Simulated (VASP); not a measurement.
# ZnO (zincite) (P6_3mc) in VASP: a series of runs, part 2 of 2

VASP 6.6.1. The steps go on from the part before.

## (3) Relaxation of cell and atoms, r2SCAN

This run uses another cell than the first one, of 11.87 Å³/atom, 0.997 times its volume.

INCAR reads:

```
SYSTEM = ZnO
PREC = Accurate
ENCUT = 600
EDIFF = 1E-7
ISMEAR = 0
SIGMA = 0.03
LREAL = .False.
LASPH = .True.
NELM = 80
ALGO = Normal
ISIF = 3
LWAVE = .False.
LCHARG = .False.
METAGGA = R2SCAN
LMIXTAU = .True.
IBRION = 2
NSW = 90
EDIFFG = -0.005
```

KPOINTS reads:

```
regular mesh
0
Gamma
  9 9 5
  0 0 0
```

POSCAR reads:

```
ZnO                                     
1.0
    3.2414029737      0.0000000000      0.0000000000
   -1.6207014869      2.8071373191     -0.0000000000
   -0.0000000000      0.0000000000      5.2167996732
  Zn              O             
     2     2
Direct
     0.3333333332999970    0.6666666667000030    0.4995662650950173
     0.6666666667000030    0.3333333332999970    0.9995662650950173
     0.6666666667000030    0.3333333332999970    0.3794437349049837
     0.3333333332999970    0.6666666667000030    0.8794437349049836
```

Potentials or basis: VASP PAW PBE potentials, release 64 (Zn, O).

Launch:

```bash
$ cat potpaw_PBE.64/Zn/POTCAR potpaw_PBE.64/O/POTCAR > POTCAR
$ mpirun -np 1 vasp_std > vasp.out
```

It took 17 min on 1 thread of Intel Xeon Platinum 8375C at 2.90GHz (Ice Lake), shared host; peak memory 0.21 GiB.

The run converged. Its results:

* Free energy: -36.3239 eV
* Relaxed volume: 11.86 Å³/atom
* Relaxed cell: a = 3.241 Å, b = 3.241 Å, c = 5.217 Å, α = 90.00°, β = 90.00°, γ = 120.00°
* Space group after relaxing (to 0.05 Å): P6_3mc (No. 186)
* Energy gained by relaxing: 0.0 meV/atom
* Ionic steps: 4
* Pressure after relaxing: 0.0 GPa
* Band gap on the k mesh: 1.23 eV, direct

Forces on the atoms (eV/Å):
```
Zn   0.000  0.000  0.003
Zn   0.000  0.000  0.003
O    0.000  0.000 -0.003
O    0.000  0.000 -0.003
```

Final structure:
```
Zn O
1.0
     3.24084    0.00000    0.00000
    -1.62042    2.80665    0.00000
     0.00000    0.00000    5.21749
Zn O
2 2
Direct
  0.33333 0.66667 0.49970
  0.66667 0.33333 0.99970
  0.66667 0.33333 0.37931
  0.33333 0.66667 0.87931
```

Levels at points of the mesh, in eV from the valence-band top:
```csv
k point,band 14,band 15,band 16,band 17,band 18,band 19,band 20,band 21,band 22
"(0.00, 0.00, 0.00)",-0.81,-0.81,-0.09,0.00,0.00,1.23,5.86,8.82,13.70
```

Caveat: the PAW data sets were made with another functional, which shifts forces and pressure a little.

## (4) Relaxation of shape and atoms at fixed volume, r2SCAN (a relaxed cell with its volume scaled by 0.94)

Changes to INCAR since step 3:

```diff
@@ -10,3 +10,3 @@
 ALGO = Normal
-ISIF = 3
+ISIF = 4
 LWAVE = .False.
@@ -16,3 +16,3 @@
 IBRION = 2
-NSW = 90
-EDIFFG = -0.005
+NSW = 40
+EDIFFG = -0.01
```

KPOINTS is that of step 3.

POSCAR reads:

```
ZnO                                     
1.0
    3.1746799565      0.0000000000      0.0000000000
   -1.5873399783      2.7493534912      0.0000000000
   -0.0000000000     -0.0000000000      5.1109839093
  Zn              O             
     2     2
Direct
     0.3333333332999970    0.6666666667000030    0.4997042150177862
     0.6666666667000030    0.3333333332999970    0.9997042150177862
     0.6666666667000030    0.3333333332999970    0.3793057849822148
     0.3333333332999970    0.6666666667000030    0.8793057849822148
```

Launch:

```bash
$ cat potpaw_PBE.64/Zn/POTCAR potpaw_PBE.64/O/POTCAR > POTCAR
$ mpirun -np 1 vasp_std > vasp.out
```

Run time: 8.1 min. Hardware: 1 thread of Intel Xeon Platinum 8375C at 2.90GHz (Ice Lake), shared host; peak memory 0.2 GiB.

Results (log left out):

* Free energy: -36.2294 eV
* Pressure after relaxing: 10.7 GPa
* Largest force after relaxing: 0.005 eV/Å
* Band gap on the k mesh: 1.32 eV, direct

Forces in eV/Å, atoms in the order of the input:
```
Zn   0.000  0.000 -0.005
Zn   0.000  0.000 -0.005
O    0.000  0.000  0.005
O    0.000  0.000  0.005
```

Final structure:
```
Zn O
1.0
     3.17468    0.00000    0.00000
    -1.58734    2.74935    0.00000
     0.00000    0.00000    5.11098
Zn O
2 2
Direct
  0.33333 0.66667 0.49970
  0.66667 0.33333 0.99970
  0.66667 0.33333 0.37931
  0.33333 0.66667 0.87931
```

Levels at points of the mesh, in eV from the valence-band top:
```csv
k point,band 16,band 17,band 18,band 19,band 20,band 21
"(0.00, 0.00, 0.00)",-0.12,0.00,0.00,1.32,6.09,9.04
```

Caveat: the relaxation stopped at its first step, so nothing moved; the PAW data sets were made with another functional, which shifts forces and pressure a little.

## (5) Relaxation of shape and atoms at fixed volume, r2SCAN (a relaxed cell with its volume scaled by 0.96)

INCAR is that of step 4.

KPOINTS is that of step 4.

Changes to POSCAR since step 4:

```diff
@@ -2,5 +2,5 @@
 1.0
-    3.1746799565      0.0000000000      0.0000000000
-   -1.5873399783      2.7493534912      0.0000000000
-   -0.0000000000     -0.0000000000      5.1109839093
+    3.1970375942      0.0000000000      0.0000000000
+   -1.5985187971      2.7687157734      0.0000000000
+   -0.0000000000     -0.0000000000      5.1469779397
   Zn              O
```

Launch:

```bash
$ cat potpaw_PBE.64/Zn/POTCAR potpaw_PBE.64/O/POTCAR > POTCAR
$ mpirun -np 1 vasp_std > vasp.out
```

Run time: 6.8 min. Hardware: 1 thread of Intel Xeon Platinum 8375C at 2.90GHz (Ice Lake), shared host; peak memory 0.2 GiB.

It converged, with:

```yaml
Free_energy: -36.2827 eV
Pressure_after_relaxing: 6.7 GPa
Largest_force_after_relaxing: 0.004 eV/Å
Band_gap_on_the_k_mesh: 1.29 eV, direct
```

Forces in eV/Å, atoms in the order of the input:
```
Zn   0.000  0.000 -0.004
Zn   0.000  0.000 -0.004
O    0.000  0.000  0.004
O    0.000  0.000  0.004
```

Final structure:
```xyz
4
Lattice="3.1970 0.0000 0.0000 -1.5985 2.7687 0.0000 0.0000 0.0000 5.1470" Properties=species:S:1:pos:R:3 pbc="T T T"
Zn    0.0000    1.8458    2.5720
Zn    1.5985    0.9229    5.1455
O     1.5985    0.9229    1.9523
O     0.0000    1.8458    4.5258
```

Levels at points of the mesh, in eV from the valence-band top:
| k point | band 15 | band 16 | band 17 | band 18 | band 19 | band 20 | band 21 | band 22 |
| --- | --- | --- | --- | --- | --- | --- | --- | --- |
| (0.00, 0.00, 0.00) | -0.86 | -0.11 | 0.00 | 0.00 | 1.29 | 6.01 | 8.97 | 13.92 |

Caveat: the relaxation stopped at its first step, so nothing moved; the PAW data sets were made with another functional, which shifts forces and pressure a little.

## (6) Relaxation of shape and atoms at fixed volume, r2SCAN (a relaxed cell with its volume scaled by 0.98)

INCAR is that of step 5.

KPOINTS is that of step 5.

Changes to POSCAR since step 5:

```diff
@@ -2,5 +2,5 @@
 1.0
-    3.1970375942      0.0000000000      0.0000000000
-   -1.5985187971      2.7687157734      0.0000000000
-   -0.0000000000     -0.0000000000      5.1469779397
+    3.2190868261      0.0000000000      0.0000000000
+   -1.6095434131      2.7878109683      0.0000000000
+   -0.0000000000     -0.0000000000      5.1824754610
   Zn              O
```

Potentials or basis: VASP PAW PBE potentials, release 64 (Zn, O).

Launch:

```bash
$ cat potpaw_PBE.64/Zn/POTCAR potpaw_PBE.64/O/POTCAR > POTCAR
$ mpirun -np 1 vasp_std > vasp.out
```

OUTCAR:

```text
SYSTEM = ZnO
   PREC = Accurate
   ENCUT = 600
   EDIFF = 1E-7
   ISMEAR = 0
   LREAL = .False.
   LASPH = .True.
   NELM = 80
   ISIF = 4
   METAGGA = R2SCAN
   IBRION = 2
   NSW = 40
   EDIFFG = -0.01

 ion  position               nearest neighbor table
   1  0.333  0.667  0.500-   3 1.96   3 1.96   3 1.96   4 1.97
   2  0.667  0.333  1.000-   4 1.96   4 1.96   4 1.96   3 1.97
   3  0.667  0.333  0.379-   1 1.96   1 1.96   1 1.96   2 1.97
   4  0.333  0.667  0.879-   2 1.96   2 1.96   2 1.96   1 1.97
[... 807 lines left out ...]
  --------------------------------------------------------------------------------------
  -------------------------------------------------------------------------------------
  Total        0.9090612      0.9090612      0.9295044     -0.0000000      0.0000000      0.0000000
  in kB       31.3162979     31.3162979     32.0205494     -0.0000000      0.0000000      0.0000000
  external PRESSURE =      31.5510484 kB  Pullay stress =       0.0000000 kB

 VOLUME and BASIS-vectors are now :
 -----------------------------------------------------------------------------
  energy-cutoff  :      600.00
  volume of cell :       46.51
      direct lattice vectors                 reciprocal lattice vectors
     3.219086826  0.000000000  0.000000000     0.310647104  0.179352189  0.000000000
    -1.609543413  2.787810968  0.000000000     0.000000000  0.358704378  0.000000000
     0.000000000  0.000000000  5.182475461     0.000000000  0.000000000  0.192957981

 POSITION                                       TOTAL-FORCE (eV/Angst)
 -----------------------------------------------------------------------------------
     -0.00000      1.85854      2.58970         0.000000     -0.000000     -0.001689
      1.60954      0.92927      5.18094        -0.000000      0.000000     -0.001689
      1.60954      0.92927      1.96574         0.000000     -0.000000      0.001689
     -0.00000      1.85854      4.55698         0.000000     -0.000000      0.001689
 -----------------------------------------------------------------------------------
    total drift:                               -0.000000     -0.000000      0.036209

  FREE ENERGIE OF THE ION-ELECTRON SYSTEM (eV)
  ---------------------------------------------------
  free  energy   TOTEN  =       -36.3132318781 eV

  energy  without entropy=      -36.3132318781  energy(sigma->0) =      -36.31323188

 reached required accuracy - stopping structural energy minimisation
```

OSZICAR:

```text
N       E                     dE             d eps       ncg     rms          rms(c)
DAV:   1     0.286083029176E+03    0.28608E+03   -0.21157E+04  1584   0.273E+03
DAV:   2    -0.137398536886E+02   -0.29982E+03   -0.28862E+03  1710   0.479E+02
DAV:   3    -0.459519020394E+02   -0.32212E+02   -0.32000E+02  1866   0.166E+02
[... 21 lines left out ...]
DAV:  25    -0.363132308117E+02   -0.12368E-05   -0.61797E-06  1584   0.229E-02    0.491E-03
DAV:  26    -0.363132313953E+02   -0.58358E-06   -0.66507E-08  1086   0.500E-03    0.245E-03
DAV:  27    -0.363132323759E+02   -0.98058E-06   -0.27542E-07  1162   0.528E-03    0.381E-04
DAV:  28    -0.363132319289E+02    0.44693E-06   -0.20500E-08   810   0.194E-03    0.311E-04
DAV:  29    -0.363132318781E+02    0.50844E-07   -0.30810E-09   810   0.131E-03
   1 F= -.36313232E+02 E0= -.36313232E+02  d E =-.363132E+02
```

Run time: 6 min. Hardware: 1 thread of Intel Xeon Platinum 8375C at 2.90GHz (Ice Lake), shared host; peak memory 0.2 GiB.

Results:

- Free energy: -36.3132 eV
- Pressure after relaxing: 3.2 GPa
- Band gap on the k mesh: 1.26 eV, direct

Final structure:
```yaml
crystal:
  lattice:
    - [3.21909, 0.00000, 0.00000]
    - [-1.60954, 2.78781, 0.00000]
    - [0.00000, 0.00000, 5.18248]
  atoms:
    - { symbol: Zn, position: [0.33333, 0.66667, 0.49970] }
    - { symbol: Zn, position: [0.66667, 0.33333, 0.99970] }
    - { symbol: O, position: [0.66667, 0.33333, 0.37931] }
    - { symbol: O, position: [0.33333, 0.66667, 0.87931] }
```

Levels at points of the mesh, in eV from the valence-band top:
| k point | band 14 | band 15 | band 16 | band 17 | band 18 | band 19 | band 20 | band 21 | band 22 |
| --- | --- | --- | --- | --- | --- | --- | --- | --- | --- |
| (0.00, 0.00, 0.00) | -0.84 | -0.84 | -0.10 | 0.00 | 0.00 | 1.26 | 5.93 | 8.89 | 13.81 |

Caveat: the relaxation stopped at its first step, so nothing moved; the PAW data sets were made with another functional, which shifts forces and pressure a little.

## (7) The runs side by side

| task | cell | gap on the mesh (eV) | pressure (GPa) |
| --- | --- | --- | --- |
| relaxation of cell and atoms | relaxed | 1.23 | 0.0 |
| relaxation of shape and atoms at fixed volume | atoms relaxed at fixed volume from: a relaxed cell with its volume scaled by 0.94 | 1.32 | 10.7 |
| relaxation of shape and atoms at fixed volume | atoms relaxed at fixed volume from: a relaxed cell with its volume scaled by 0.96 | 1.29 | 6.7 |
| relaxation of shape and atoms at fixed volume | atoms relaxed at fixed volume from: a relaxed cell with its volume scaled by 0.98 | 1.26 | 3.2 |

Alike in all rows: level r2SCAN; potentials or basis VASP PAW PBE potentials, release 64 (Zn, O); no spin polarisation; k mesh 9 × 9 × 5; cutoff (eV) 600; smearing gaussian 0.03 eV.

Caveats: the PAW data sets were made with another functional, which shifts forces and pressure a little; the relaxation stopped at its first step, so nothing moved (some runs).

Absolute energies hang on the potentials; compare differences alone.
